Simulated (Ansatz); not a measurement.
# BAs (F-43m) in Ansatz: further runs, part 3 of 3

Ansatz 0.2.0. Earlier steps stand in the parts before.

## (5) Band structure, HSEsol

Input file input.yaml:

```yaml
crystal:
  lattice:
    - [0.0, 2.3885, 2.3885]
    - [2.3885, 0.0, 2.3885]
    - [2.3885, 2.3885, 0.0]
  atoms:
    - { symbol: As, position: [0.75, 0.75, 0.75] }
    - { symbol: B, position: [0.0, 0.0, 0.0] }
hamiltonian:
  xc:
    exchange: hjs_pbesol
    correlation: pbesol
    exx: { coeff: 0.25, omega: 0.207 }
  pseudopotentials: { kind: paw }
kpoints:
  mp_grid: { grid: [5, 5, 5] }
  band_path:
    path:
      - [[0.0, 0.0, 0.0], [0.5, 0.0, 0.5], [0.5, 0.25, 0.75], [0.375, 0.375, 0.75], [0.0, 0.0, 0.0], [0.5, 0.5, 0.5], [0.625, 0.25, 0.625], [0.5, 0.25, 0.75], [0.5, 0.5, 0.5], [0.375, 0.375, 0.75]]
      - [[0.625, 0.25, 0.625], [0.5, 0.0, 0.5]]
    npoints: 4
scf:
  occupations: { method: fermi_dirac, width: 0.05 }
  n_extra_bands: 6
output:
  forces: true
  stress: true
  eigenvalues: true
  fatbands: false
```

Potentials or basis: Ansatz PAW.

Command:

```sh
$ ansatz run input.yaml --threads 2 --pin off --max-ram 5632MiB --backend cpu --events-out ev --progress --plain --runs-dir out
```

Output:

```text
Warning: output.stress: scf.convergence.dr2_threshold = 1e-7 eV (the SCF's general default) is looser than the 2e-10 eV advised for a printed stress (1e-10 eV for each atom of the cell: 2). What an SCF threshold leaves in a stress goes as its square root, and in the free energy as the threshold itself, and one threshold admits the most on a small cell: of the crystals measured, under no hybrid functional and no lock of the moments, on runs that ended without the residual-converged pass, on stresses that held no estimate of that error, the worst erred by over 100 MPa in a component at 1e-7 eV an atom and by under 5 at 1e-10. Set scf.convergence.dr2_threshold to 2e-10 eV or tighter. The threshold is an SCF's pass mark: one that does not reach it within its budget of iterations ends unconverged, or closes short of it on a stop that the run arms, and scf.convergence.dr2_threshold's page says what that costs each kind of run
Warning: output.stress: scf.exx.energy_threshold = 1e-6 eV is looser than the 2e-8 eV advised for a stress under a hybrid functional (1e-8 eV for each atom of the cell: 2). Every SCF of the exchange loop can meet its threshold on dr2 while the loop round them stops early: no threshold on dr2 bounds what that leaves in the stress. Set scf.exx.energy_threshold to 2e-8 eV or tighter. The threshold is the loop's pass mark: a loop that does not reach it within its budget of cycles ends unconverged, and scf.exx.energy_threshold's page has the law
Warning: RAYON_NUM_THREADS=2 ignored (pool sized by the plan → 2); use --threads N
scf.n_extra_bands = 6 over 9 filled bands (N_el = 18.0): the run solves 15 bands
Engine: ansatz 0.2.0, x86_64-unknown-linux-gnu
Pseudopotentials: kind: paw
Pseudopotential: As, paw, valence charge 15, recommended cutoff 420 eV (normal), As.paw.azcp
Pseudopotential: B, paw, valence charge 3, recommended cutoff 420 eV (normal), B.paw.azcp
Functional definition: unnamed
  parameter a_1 = 0.25
  parameter omega_1 = 0.207/angstrom
  exchange = pbe_x(mu = 0.12345679012345678) + (-a_1)*hjs_pbesol_x_sr(omega_1) + a_1*exact_x_sr(omega_1)
  correlation = pbe_c(beta = 0.046)
Crystal: 2 atoms, lattice volume = 27.252 Å³
Basis set: ecut = 420 eV, 531 PW (Γ), exchange–correlation on 48×48×48 points (8 copies of the dense FFT grid, shifted against one another)
Bands: 15, of which v1, the nominal top of the filled ones, is band 9 counted from 1 (8 counted from 0)
Symmetry: 24 space group operations
Space group: F-43m (ITA 216), of the structure as read, at distance tolerance 3.0e-5 Å
k-points: 10 of 125 (time reversal used)
Non-local potential: As, projectors of the file, l = 0: 2, l = 1: 2, l = 2: 3, l = 3: 1
Non-local potential: B, projectors of the file, l = 0: 2, l = 1: 2, l = 2: 1
PAW form: soft (Blöchl's): semilocal exchange-correlation on the pseudo side does not see the compensation charge
PAW frozen core: As, regenerated for the run's functional, and the local potential with it (the file was generated under x = pbe(κ = 0.804, μ = 0.2195149727645171), c = pbe(β = 0.06672455060314922))
PAW frozen core: B, regenerated for the run's functional, and the local potential with it (the file was generated under x = pbe(κ = 0.804, μ = 0.2195149727645171), c = pbe(β = 0.06672455060314922))
PAW one-centre angular grid: As, 590 points (default); XC on 64 Gauss nodes
PAW one-centre angular grid: B, 110 points (default); XC on 64 Gauss nodes
Initial density: superposition of atomic densities (neutral atoms: chi_scale 0, normalization atom), corrected by the library's trained network
Initial wavefunctions: pseudopotential atomic-orbital guess
Functional: x = pbesol(κ = 0.804, μ = 0.12345679012345678), c = pbesol(β = 0.046), warm-up for x = hjs_pbesol + 0.25 (exact − hjs_pbesol) at short range (ω = 0.207 Å⁻¹), c = pbesol(β = 0.046)
SCF iter   1: F=—  HF=-4965.709825 eV  |F-HF|=—  |Δ(HF+E_count)|=         —  Δρ=4.22e-3  dr2=6.12e-3  ethr=1.77e-3  ⟨swp⟩=8.2  Hψ=669  notcnv=0
preconditioner: auto → none  [insulator: Δε(μ)=1.056 eV  Ē_g=14.555 eV  σ=0.050 eV  W_gap=1.00  n_scr=8 (ndim 8)  ℏωp=20.1 eV  f_vac=0.001  D(μ)=0.00/eV (n_scr^D=0)]
iter 2 solved again at ethr=4.27e-7 eV; its pass at ethr=3.40e-5 eV (dr2=7.69e-5 eV) is discarded
SCF iter   2: F=-4965.707301 eV  HF=-4965.707339 eV  |F-HF|=3.83e-5  |Δ(HF+E_count)|=   2.49e-3  Δρ=5.81e-4  dr2=7.43e-5  ethr=4.27e-7  ⟨swp⟩=3.8  Hψ=652  notcnv=0
SCF 1 stopped early in 2 iterations: F = -4965.707301 eV  dr2 = 7.43e-5
Initial density: handed on by an earlier stage of this run
Initial wavefunctions: those handed on with the density
Functional: x = hjs_pbesol + 0.25 (exact − hjs_pbesol) at short range (ω = 0.207 Å⁻¹), c = pbesol(β = 0.046)
Exchange kernel: α = 0.2500, screened, ω = 0.2070 Å⁻¹, Wigner–Seitz truncation, v(0) = 1041.7654 eV·Å³, q-mesh 5×5×5, nearest image of the exchange supercell L = 16.89 Å, pair-density grid 15×15×15, without the augmentation charges, whose exchange is taken in its separable form by FFT convolution over the k-point mesh (sized by the pseudopotential files, 20×20×20 at the most), smooth part of the exact exchange by density-matrix convolution
Frozen-core exchange: fock
SCF iter   1: F=—  HF=-4980.286415 eV  |F-HF|=—  |Δ(HF+E_count)|=         —  Δρ=5.94e-3  dr2=4.18e-3  ethr=4.13e-6  ⟨swp⟩=5.2  Hψ=638  notcnv=0
preconditioner: auto → none  [insulator: Δε(μ)=1.749 eV  Ē_g=16.322 eV  σ=0.050 eV  W_gap=1.00  n_scr=8 (ndim 8)  ℏωp=20.1 eV  f_vac=0.001  D(μ)=0.00/eV (n_scr^D=0)]
SCF iter   2: F=—  HF=-4980.279783 eV  |F-HF|=—  |Δ(HF+E_count)|=   6.63e-3  Δρ=2.69e-3  dr2=1.23e-3  ethr=4.13e-6  ⟨swp⟩=4.0  Hψ=436  notcnv=0
SCF iter   3: F=—  HF=-4980.279534 eV  |F-HF|=—  |Δ(HF+E_count)|=   2.49e-4  Δρ=1.13e-3  dr2=3.50e-4  ethr=4.13e-6  ⟨swp⟩=2.0  Hψ=240  notcnv=0
SCF iter   4: F=—  HF=-4980.283101 eV  |F-HF|=—  |Δ(HF+E_count)|=   3.57e-3  Δρ=7.47e-4  dr2=7.44e-5  ethr=6.54e-7  ⟨swp⟩=4.0  Hψ=394  notcnv=0
SCF iter   5: F=-4980.283052 eV  HF=-4980.283052 eV  |F-HF|=2.73e-7  |Δ(HF+E_count)|=   4.88e-5  Δρ=5.56e-5  dr2=3.40e-6  ethr=4.03e-7  ⟨swp⟩=3.0  Hψ=293  notcnv=0
SCF 2 stopped early in 5 iterations: F = -4980.283052 eV  dr2 = 3.40e-6
hybrid outer 1: dexx = +3.999e-3 eV, tail = 5.74e-5 eV
Exchange kernel: α = 0.2500, screened, ω = 0.2070 Å⁻¹, Wigner–Seitz truncation, v(0) = 1041.7654 eV·Å³, q-mesh 5×5×5, nearest image of the exchange supercell L = 16.89 Å, pair-density grid 15×15×15, without the augmentation charges, whose exchange is taken in its separable form by FFT convolution over the k-point mesh (sized by the pseudopotential files, 20×20×20 at the most), smooth part of the exact exchange by density-matrix convolution
Frozen-core exchange: fock
SCF iter   1: F=—  HF=-4980.283305 eV  |F-HF|=—  |Δ(HF+E_count)|=         —  Δρ=1.10e-4  dr2=2.58e-6  ethr=1.60e-6  ⟨swp⟩=4.4  Hψ=374  notcnv=0
preconditioner: auto → none  [insulator: Δε(μ)=1.781 eV  Ē_g=16.327 eV  σ=0.050 eV  W_gap=1.00  n_scr=8 (ndim 8)  ℏωp=20.1 eV  f_vac=0.001  D(μ)=0.00/eV (n_scr^D=0)]
SCF iter   2: F=—  HF=-4980.283304 eV  |F-HF|=—  |Δ(HF+E_count)|=   4.63e-7  Δρ=1.10e-5  dr2=1.18e-7  ethr=1.23e-8  ⟨swp⟩=4.0  Hψ=374  notcnv=0
SCF iter   3: F=—  HF=-4980.283305 eV  |F-HF|=—  |Δ(HF+E_count)|=   7.38e-7  Δρ=1.65e-5  dr2=6.87e-8  ethr=8.03e-11  ⟨swp⟩=4.2  Hψ=447  notcnv=0
SCF iter   4: F=-4980.283305 eV  HF=-4980.283305 eV  |F-HF|=1.76e-10  |Δ(HF+E_count)|=   2.18e-8  Δρ=2.31e-6  dr2=2.60e-9  ethr=8.03e-11  ⟨swp⟩=3.0  Hψ=274  notcnv=0
SCF 3 converged in 4 iterations: F = -4980.283305 eV  dr2 = 2.60e-9
  Residual-converged pass: ⟨swp⟩=3.0  Hψ=270  notcnv=0  max |occ|·‖R‖ = 1.8e-6 eV (tolerance 2.4e-6 eV)  dr2=2.60e-9  dr2_onsite=4.26e-10  max |Δocc| = 4.5e-17
hybrid outer 2: dexx = +8.937e-7 eV, tail = 2.88e-8 eV, Δε = 2.79e-3 eV (about 1.10e-4 eV left of the loop's levels)
NSCF: frozen V_eff on 42 k-points
hybrid SCF converged: 2 outer / 9 inner (+2 warm-up), last move |dexx| = 8.94e-7 eV, tail = 2.88e-8 eV
Stability not checked: this state was not tested for a lower state beside it, because the functional holds exact exchange (a hybrid, or Hartree-Fock), whose exchange loop this test does not read (fock_operator; see scf.lower_state_search)
Free energy (F): -4980.283305 eV
Frozen-core exchange: fock
Harris-Foulkes:  -4980.283305 eV  (|F-HF|=1.76e-10)
Internal energy: -4980.283305 eV  (E = F + TS)
E sigma→0 (E₀):  -4980.283305 eV
Fermi energy:    11.548938 eV
--- Per-component energies (eV) ---
  E_band       = -258.302078
  E_kinetic    = 151.226701
  E_local      = -1696.882223  (includes V_loc(G=0)·N_el)
  E_nonlocal   = -656.011614
  E_hartree    = 941.168812
  E_xc         = -89.948880
  E_vxc        = -94.671002  (∫ρ·V_xc dr)
  E_exx        = -66.697312  (= α·E_x^exact, valence–valence)
  E_paw        = -1837.307147  (= ΣΔE_a)
  E_vpaw       = 289.092772  (= ΣTr[D̂ρ^β])
  E_aug_tail   = 0.000007  (compensation charges beyond the density's cutoff)
  E_ewald      = -1725.774997
  E_core_change = -0.056652  (= ΣΔE_core)
  E_smearing   = -0.000000  (= −TS)
  E_closure    = 0.000001  (closes the sum)
  Σ components = -4980.283305   (vs F -4980.283305, Δ=0.00e0)
--- Forces (eV/Å), atoms counted from 1 ---
  atom   1  As    -0.00000000     0.00000000     0.00000000
  atom   2  B     -0.00000000     0.00000000    -0.00000000
  max |Σ_I F_I| component: 5.95e-16 eV/Å
--- Stress (GPa, compression-positive) ---
       -2.623311      -0.000000       0.000000
       -0.000000      -2.623311       0.000000
       -0.000000       0.000000      -2.623311
  P = ⅓ Tr σ = -2.6233 GPa (-26.233 kbar)
--- Band table (eV; the first three rows and the last of 10) ---
  k-point 0: bands = ["-28.6147", "-28.6147", "-28.6147", "-28.5873", "-28.5873", "-6.2922", "10.6756", "10.6756", "10.6756", "14.7778", "14.7778", "14.7778", "16.5315", "21.1266", "24.9538"]
  k-point 1: bands = ["-28.6136", "-28.6121", "-28.6121", "-28.5870", "-28.5870", "-5.5756", "6.5858", "9.7357", "9.7357", "14.7560", "15.9788", "15.9788", "19.0691", "22.8820", "22.9454"]
  k-point 2: bands = ["-28.6117", "-28.6088", "-28.6088", "-28.5856", "-28.5856", "-3.6977", "1.9269", "8.8057", "8.8057", "14.2806", "16.4096", "16.4096", "20.6298", "23.9077", "25.1275"]
  k-point 9: bands = ["-28.6129", "-28.6062", "-28.6005", "-28.5898", "-28.5842", "-2.1472", "2.2286", "4.6909", "6.1344", "15.9730", "16.8904", "17.8203", "21.7187", "23.1021", "26.2934"]
```

Run time: 2.2 min. Hardware: 2 threads of Intel Xeon at 2.70GHz, shared host; peak memory 0.67 GiB.

Results:

- Free energy: -4980.2833 eV
- Pressure: -2.6 GPa
- Band gap on the k mesh: 1.78 eV, indirect (least direct gap 4.10 eV)
- Band gap along the path: 1.80 eV, indirect (least direct gap 4.10 eV)

Levels at the corners of the path, in eV from the valence-band top:
| point | band 5 | band 6 | band 7 | band 8 | band 9 | band 10 | band 11 | band 12 | band 13 | band 14 |
| --- | --- | --- | --- | --- | --- | --- | --- | --- | --- | --- |
| Γ | -39.26 | -16.97 | 0.00 | 0.00 | 0.00 | 4.10 | 4.10 | 4.10 | 5.86 | 10.45 |
| X | -39.26 | -12.27 | -9.47 | -4.48 | -4.48 | 2.03 | 2.07 | 12.97 | 12.97 | 14.37 |
| W | -39.26 | -12.09 | -8.96 | -6.00 | -5.68 | 6.14 | 7.14 | 7.62 | 8.17 | 13.85 |
| K | -39.26 | -12.32 | -9.05 | -6.52 | -3.82 | 2.71 | 6.52 | 10.59 | 11.12 | 11.87 |
| Γ | -39.26 | -16.97 | 0.00 | 0.00 | 0.00 | 4.10 | 4.10 | 4.10 | 5.86 | 10.45 |
| L | -39.26 | -13.77 | -9.72 | -1.99 | -1.99 | 3.54 | 5.68 | 5.68 | 9.91 | 13.97 |
| U | -39.26 | -12.32 | -9.05 | -6.52 | -3.82 | 2.71 | 6.52 | 10.59 | 11.12 | 11.87 |
| W | -39.26 | -12.09 | -8.96 | -6.00 | -5.68 | 6.14 | 7.14 | 7.62 | 8.17 | 13.85 |
| L | -39.26 | -13.77 | -9.72 | -1.99 | -1.99 | 3.54 | 5.68 | 5.68 | 9.91 | 13.97 |
| K | -39.26 | -12.32 | -9.05 | -6.52 | -3.82 | 2.71 | 6.52 | 10.59 | 11.12 | 11.87 |
| U | -39.26 | -12.32 | -9.05 | -6.52 | -3.82 | 2.71 | 6.52 | 10.59 | 11.12 | 11.87 |
| X | -39.26 | -12.27 | -9.47 | -4.48 | -4.48 | 2.03 | 2.07 | 12.97 | 12.97 | 14.37 |

Caveat: the k mesh is coarse (spacing up to 0.46 Å⁻¹), so the values aren't converged, least of all with exact exchange; the PAW data sets come from PBE, with cores solved anew for the run's functional, which leaves a small shift of forces and pressure; the thresholds are loose for stress.

## (6) Band structure, r2SCAN50

input.yaml: that of step 5 with these lines changed.

```diff
@@ -9,6 +9,3 @@
 hamiltonian:
-  xc:
-    exchange: hjs_pbesol
-    correlation: pbesol
-    exx: { coeff: 0.25, omega: 0.207 }
+  xc: r2scan50
   pseudopotentials: { kind: paw }
```

Potentials or basis: Ansatz PAW.

Command:

```sh
$ ansatz run input.yaml --threads 2 --pin off --max-ram 5632MiB --backend cpu --events-out ev --progress --plain --runs-dir out
```

It took 2.9 min on 2 threads of Intel Xeon at 2.70GHz, shared host; peak memory 0.79 GiB.

The run converged. Its results:

```yaml
Free_energy: -5019.7454 eV
Pressure: -3.6 GPa
Band_gap_on_the_k_mesh: 3.92 eV, indirect (least direct gap 6.35 eV)
Band_gap_along_the_path: 3.93 eV, indirect (least direct gap 6.35 eV)
```

Levels at the corners of the path, in eV from the valence-band top:
| point | band 6 | band 7 | band 8 | band 9 | band 10 | band 11 | band 12 | band 13 |
| --- | --- | --- | --- | --- | --- | --- | --- | --- |
| Γ | -18.86 | 0.00 | 0.00 | 0.00 | 6.35 | 6.35 | 6.35 | 8.52 |
| X | -13.59 | -10.72 | -5.01 | -5.01 | 4.18 | 4.27 | 16.21 | 16.21 |
| W | -13.37 | -10.19 | -6.67 | -6.33 | 8.68 | 9.91 | 10.13 | 10.84 |
| K | -13.64 | -10.26 | -7.26 | -4.29 | 4.92 | 9.10 | 13.56 | 14.14 |
| Γ | -18.86 | 0.00 | 0.00 | 0.00 | 6.35 | 6.35 | 6.35 | 8.52 |
| L | -15.31 | -10.91 | -2.23 | -2.23 | 5.90 | 8.08 | 8.08 | 12.73 |
| U | -13.64 | -10.26 | -7.26 | -4.29 | 4.92 | 9.10 | 13.56 | 14.14 |
| W | -13.37 | -10.19 | -6.67 | -6.33 | 8.68 | 9.91 | 10.13 | 10.84 |
| L | -15.31 | -10.91 | -2.23 | -2.23 | 5.90 | 8.08 | 8.08 | 12.73 |
| K | -13.64 | -10.26 | -7.26 | -4.29 | 4.92 | 9.10 | 13.56 | 14.14 |
| U | -13.64 | -10.26 | -7.26 | -4.29 | 4.92 | 9.10 | 13.56 | 14.14 |
| X | -13.59 | -10.72 | -5.01 | -5.01 | 4.18 | 4.27 | 16.21 | 16.21 |

Caveat: the k mesh is coarse (spacing up to 0.46 Å⁻¹), so the values aren't converged, least of all with exact exchange; the PAW data sets come from PBE, with cores solved anew for the run's functional, which leaves a small shift of forces and pressure; the thresholds are loose for stress.

## (7) Overview

```tsv
task	level	k mesh	cutoff (eV)	smearing	points for each segment of the path	atoms under strain	mesh quality	gap on the mesh (eV)	pressure (GPa)
band structure	PBEsol0	5 × 5 × 5	420	fermi-dirac 0.05 eV	4	-	coarse	2.46	-2.8
elastic constants	LDA	7 × 7 × 7	420	fixed	-	relaxed	not flagged	1.15	-3.9
band structure	PBE0	5 × 5 × 5	420	fermi-dirac 0.05 eV	4	-	coarse	2.53	-0.4
band structure	HSEsol	5 × 5 × 5	420	fermi-dirac 0.05 eV	4	-	coarse	1.78	-2.6
band structure	r2SCAN50	5 × 5 × 5	500	fermi-dirac 0.05 eV	4	-	coarse	3.92	-3.6
```

Alike in all rows: potentials or basis Ansatz PAW; no spin polarisation; cell as given.

Caveats: some runs use coarse meshes; the PAW data sets come from PBE, with cores solved anew for the run's functional, which leaves a small shift of forces and pressure; the thresholds are loose for stress (some runs); the cell is more than 3 GPa from zero pressure, which shifts response properties (some runs); odd divisions of the mesh miss points on the zone boundary, where band edges often lie, so the gap on the mesh can be too wide (some runs).

Absolute energies hang on the potentials; compare differences alone.
